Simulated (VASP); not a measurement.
# Zn (Im-3m) in VASP: settings compared, part 3 of 3

VASP 6.6.1. Earlier steps stand in the parts before.

## Step 5: Band structure, PW91

run.py

```python
from ase import Atoms
from ase.calculators.vasp import Vasp
from ase.dft.bandgap import bandgap

atoms = Atoms(
    ['Zn'],
    cell=[[-1.569037, 1.569037, 1.569037], [1.569037, -1.569037, 1.569037], [1.569037, 1.569037, -1.569037]],
    scaled_positions=[[0.0, 0.0, 0.0]],
    pbc=True,
)
calc = Vasp(
    directory='calc',
    pp='PBE',
    setups='gw',
    prec='Accurate',
    encut=600,
    ediff=1e-07,
    ismear=-1,
    sigma=0.1,
    lreal=False,
    lasph=True,
    nelm=60,
    algo='Fast',
    isif=2,
    lwave=False,
    lcharg=True,
    gga='91',
    kpts=[8, 8, 8],
    gamma=True,
    nbands=22,
)
atoms.calc = calc

print('energy (eV):', atoms.get_potential_energy())
print('free energy (eV):', atoms.get_potential_energy(force_consistent=True))
efermi = calc.get_fermi_level()
print('Fermi level (eV):', efermi)
path = atoms.cell.bandpath(npoints=40, eps=1e-4)
print('path:', path.path)
calc.set(kpts=path.kpts, reciprocal=True, icharg=11, isym=0, lcharg=False)
calc.calculate(atoms)
print('gap on the path (eV):', bandgap(calc, efermi=efermi)[0])
print('direct gap on the path (eV):', bandgap(calc, efermi=efermi, direct=True)[0])
```

Potentials or basis: VASP PAW PBE potentials, release 64 (Zn_sv_GW).

Command:

```sh
$ python run.py
```

What it wrote:

```text
energy (eV): -1.0385144
free energy (eV): -1.04473972
Fermi level (eV): 5.69690597
path: GHNGPH,PN
gap on the path (eV): 0.0
direct gap on the path (eV): 0.0
```

OUTCAR:

```text
ENCUT = 600.000000
   EDIFF = 1.00e-07
   GGA = 91
   PREC = Accurate
   ICHARG = 11
   ISIF = 2
   ISMEAR = -1
   ISYM = 0
   NELM = 60
   LASPH = .TRUE.
   LREAL = .FALSE.

 ion  position               nearest neighbor table
   1  0.000  0.000  0.000-

IMPORTANT INFORMATION: All symmetrisations will be switched off!
NOSYMM: (Re-)initialisation of all symmetry stuff for point group C_1.

----------------------------------------------------------------------------------------

                                     Primitive cell

  volume of cell :      15.4511

  direct lattice vectors                    reciprocal lattice vectors
    -1.569037000  1.569037000  1.569037000     0.000000000  0.318666800  0.318666800
     1.569037000 -1.569037000  1.569037000     0.318666800  0.000000000  0.318666800
     1.569037000  1.569037000 -1.569037000     0.318666800  0.318666800  0.000000000

  length of vectors
     2.717651803  2.717651803  2.717651803     0.450662911  0.450662911  0.450662911

  position of ions in fractional coordinates (direct lattice)
     0.000000000  0.000000000  0.000000000

  ion indices of the primitive-cell ions
   primitive index   ion index
                 1           1

----------------------------------------------------------------------------------------

 KPOINTS: KPOINTS created by Atomic Simulation Env

Read explicit list of k-points.

 Found     40 k-points:

 Following reciprocal coordinates:
            Coordinates               Weight
  0.000000  0.000000  0.000000      0.025000
  0.062500 -0.062500  0.062500      0.025000
  0.125000 -0.125000  0.125000      0.025000
  0.187500 -0.187500  0.187500      0.025000
  0.250000 -0.250000  0.250000      0.025000
  0.312500 -0.312500  0.312500      0.025000
[... 16 lines left out ...]
  0.125000  0.125000  0.125000      0.025000
  0.156250  0.156250  0.156250      0.025000
 [... further k-points ...]
   k-points           NKPTS =     40   k-points in BZ     NKDIM =     40   number of bands    NBANDS=     22
   number of dos      NEDOS =    301   number of ions     NIONS =      1
   total plane-waves  NPLWV =  13824
   dimension x,y,z NGX =    24 NGY =   24 NGZ =   24
   dimension x,y,z NGXF=    48 NGYF=   48 NGZF=   48
   ions per type =               1
   NGX,Y,Z   is equivalent  to a cutoff of  14.68, 14.68, 14.68 a.u.
   NGXF,Y,Z  is equivalent  to a cutoff of  29.36, 29.36, 29.36 a.u.
 SYSTEM =  unknown system
   PREC   = accura    normal or accurate (medium, high low for compatibility)
   ISTART =      0    job   : 0-new  1-cont  2-samecut
   ICHARG =     11    charge: 1-file 2-atom 10-const
   ISPIN  =      1    spin polarized calculation?
   LNONCOLLINEAR =      F non collinear calculations
   LSORBIT =      F    spin-orbit coupling
   LASPH  =      T    aspherical Exc in radial PAW
   ENCUT  =  600.0 eV  44.10 Ry    6.64 a.u.   5.43  5.43  5.43*2*pi/ulx,y,z
   NELM   =     60;   NELMIN=  2; NELMDL=  0     # of ELM steps
   EDIFF  = 0.1E-06   stopping-criterion for ELM
   LREAL  =      F    real-space projection
   EDIFFG = 0.1E-05   stopping-criterion for IOM
   NSW    =      0    number of steps for IOM
   IBRION =     -1    ionic relax: 0-MD 1-quasi-New 2-CG
   NFREE  =      0    steps in history (QN), initial steepest desc. (CG)
   ISIF   =      2    stress and relaxation
   ISYM   =      0    0-nonsym 1-usesym 2-fastsym
   POTIM  = 0.5000    time-step for ionic-motion
   TEBEG  =    0.0;   TEEND  =   0.0 temperature during run
   PSTRESS=    0.0 pullay stress
   NELECT =      20.0000    total number of electrons
   NUPDOWN=      -1.0000    fix difference up-down
   EMIN   =  10.00;   EMAX   =-10.00  energy-range for DOS
   EFERMI =   0.00;   METHOD = LEGACY
   ISMEAR =    -1;   SIGMA  =   0.10  broadening in eV -4-tet -1-fermi 0-gaus
   EFERMI_NEDOS =   21; number of points for ismear=-14 and -15
   IALGO  =     68    algorithm
   IMIX   =      4    mixing-type and parameters
     AMIX     =   0.40;   BMIX     =  1.00
     AMIX_MAG =   1.60;   BMIX_MAG =  1.00
  volume/ion in A,a.u.               =      15.45       104.27
  Fermi-wavevector in a.u.,A,eV,Ry     =   1.784151  3.371557 43.310002  3.183195
  Thomas-Fermi vector in A             =   2.848195
   LORBIT       =      0    0 simple, 1 ext, 2 COOP (PROOUT), +10 PAW based schemes
   GGA     = 91    functional components
   LHFCALC =     F    Hartree Fock is set to
   AEXX    =    0.0000 exact exchange contribution
   IVDW    =     0    specifies the selected vdW correction
   LEPSILON=     F    determine dielectric tensor
   LRPA    =     F    only Hartree local field effects (RPA)
 non-spin polarized calculation
 RMM-DIIS sequential band-by-band and
  energy-cutoff  :      600.00
  volume of cell :       15.45
 maximum number of plane-waves:       537
 NGX is ok and might be reduce to    24

 number of electron      20.0000023 magnetization

 Free energy of the ion-electron system (eV)
  ---------------------------------------------------
  ext. energy  EPLUGINS =         0.00000000
  ---------------------------------------------------
  free energy    TOTEN  =         0.04478694 eV

  energy without entropy =        0.07601330  energy(sigma->0) =        0.06040012

 E-fermi :   6.8999     XC(G=0): -11.9936

 val. band max:        6.8880406285   @ k =   0.3125   0.0625   0.3125
 cond. band min:       6.9432920302   @ k =   0.3750  -0.1250   0.3750
 fundamental gap:      0.0552514017
 Fermi energy:         6.8999116064

 k-point     1 :       0.0000    0.0000    0.0000
  band No.  band energies     occupation
      1    -120.3060      2.00000
      2     -74.7338      2.00000
      3     -74.7338      2.00000
      4     -74.7338      2.00000
      5      -4.4588      2.00000
      6      -1.9287      2.00000
[... 14 lines left out ...]
     21      28.3523      0.00000
     22      36.9671      0.00000

 k-point     2 :       0.0625   -0.0625    0.0625
  band No.  band energies     occupation
      1    -120.3058      2.00000
      2     -74.7347      2.00000
      3     -74.7344      2.00000
      4     -74.7344      2.00000
      5      -4.2131      2.00000
      6      -1.9226      2.00000
[... 542 lines left out ...]
 k-point    24 :       0.1562    0.1562    0.1562
  band No.  band energies     occupation
      1    -120.3030      2.00000
      2     -74.7496      2.00000
      3     -74.7377      2.00000
      4     -74.7377      2.00000
      5      -2.1342      2.00000
      6      -2.1342      2.00000
[... 14 lines left out ...]
     21      42.4751      0.00000
     22      43.7786      0.00000

 [... further k-points ...]

------------------------ aborting loop because EDIFF is reached ----------------------------------------

  FORCE on cell =-STRESS in cart. coord.  units (eV):
  Direction    XX          YY          ZZ          XY          YZ          ZX
  --------------------------------------------------------------------------------------
  -------------------------------------------------------------------------------------
  Total       10.9473167     12.9387378      5.4554247      7.6459338      1.8014859     -0.1025836
  in kB     1135.1642802   1341.6614672    565.6914304    792.8327301    186.8021603    -10.6372430
  external PRESSURE =    1014.1723926 kB  Pullay stress =       0.0000000 kB

 VOLUME and BASIS-vectors are now :
 -----------------------------------------------------------------------------
  energy-cutoff  :      600.00
  volume of cell :       15.45
      direct lattice vectors                 reciprocal lattice vectors
    -1.569037000  1.569037000  1.569037000     0.000000000  0.318666800  0.318666800
     1.569037000 -1.569037000  1.569037000     0.318666800  0.000000000  0.318666800
     1.569037000  1.569037000 -1.569037000     0.318666800  0.318666800  0.000000000

 POSITION                                       TOTAL-FORCE (eV/Angst)
 -----------------------------------------------------------------------------------
      0.00000      0.00000      0.00000         0.000044      0.000057     -0.000065
 -----------------------------------------------------------------------------------
    total drift:                                0.000044      0.000057     -0.000065

  FREE ENERGIE OF THE ION-ELECTRON SYSTEM (eV)
  ---------------------------------------------------
  free  energy   TOTEN  =         0.0447869430 eV

  energy  without entropy=        0.0760133028  energy(sigma->0) =        0.06040012
```

INCAR:

```text
ENCUT = 600.000000
SIGMA = 0.100000
EDIFF = 1.00e-07
ALGO = Fast
GGA = 91
PREC = Accurate
ICHARG = 11
ISIF = 2
ISMEAR = -1
ISYM = 0
NBANDS = 22
NELM = 60
LASPH = .TRUE.
LCHARG = .FALSE.
LWAVE = .FALSE.
LREAL = .FALSE.
```

It took 30 s on 1 thread of AMD EPYC 9R45 (Zen 5), shared host; peak memory 0.11 GiB.

The run converged, but some of its settings lie outside the range that counts as converged (typed here: k = 8 × 8 × 8; NBANDS = 22), so its numbers aren't taken as properties of the crystal.

Results:

| Quantity | Value |
| --- | --- |
| Band gap along the path | none (metal or under the smearing width) |

Caveat: the log is that of the step along the path at fixed density, whose energy, stress, charges and moments have no meaning; the PAW data sets were made with another functional, which shifts forces and pressure a little.

## Step 6: Overview

| task | level | potentials or basis | cell | k mesh | smearing | pressure (GPa) |
| --- | --- | --- | --- | --- | --- | --- |
| band structure | MS2 | VASP PAW PBE potentials, release 64 (Zn) | as given | 9 × 9 × 9 | fermi-dirac 0.1 eV | -7.2 |
| equation of state | revPBE+D3 | VASP PAW PBE potentials, release 54 (Zn) | as given | 12 × 12 × 12 | methfessel-paxton 0.1 eV | - |
| optical spectrum | RPBE | VASP PAW PBE potentials, release 64 (Zn) | volume scaled by 0.96 | 9 × 9 × 9 | methfessel-paxton 0.2 eV | 5.9 |

Alike in all rows: no spin polarisation; cutoff (eV) 520.

Caveats: the PAW data sets were made with another functional, which shifts forces and pressure a little; spectra need much finer meshes, so this one isn't converged (some runs); independent-particle spectra lack excitons (some runs); the intraband (Drude) part of a metal's response may be missing (some runs).

Total energies depend on the potentials used, so only differences within one code and one set of settings carry meaning.
